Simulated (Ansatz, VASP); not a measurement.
# Ga in VASP and in Ansatz

```
Ga
1.0
     0.00000    2.97326    2.97326
     2.97326    0.00000    2.97326
     2.97326    2.97326    0.00000
Ga
2
Cartesian
  0.7433 0.7433 0.7433
  5.2032 5.2032 5.2032
```

Alike in both runs: task single point; functional revPBE; k mesh 10 × 10 × 10; occupations fermi-dirac, width 0.1 eV; no spin polarisation.

|  | VASP | Ansatz |
| --- | --- | --- |
| version | VASP 6.6.1 | Ansatz 0.2.0 |
| potentials or method | VASP PAW PBE potentials, release 64 (Ga_d) | plane waves (420 eV) with PAW, scalar-relativistic |
| plane-wave cutoff (eV) | 520 | 420 |
| valence electrons in the cell | 26 | 26 |

|  | VASP | Ansatz | Ansatz less VASP |
| --- | --- | --- | --- |
| pressure (GPa) | 0.1 | 0.0 | -0.10 |

The functional is the same, so the differences come from potentials, cutoffs and numerics.

Caveats: the PAW data sets were made with another functional, which shifts forces and pressure a little (VASP).
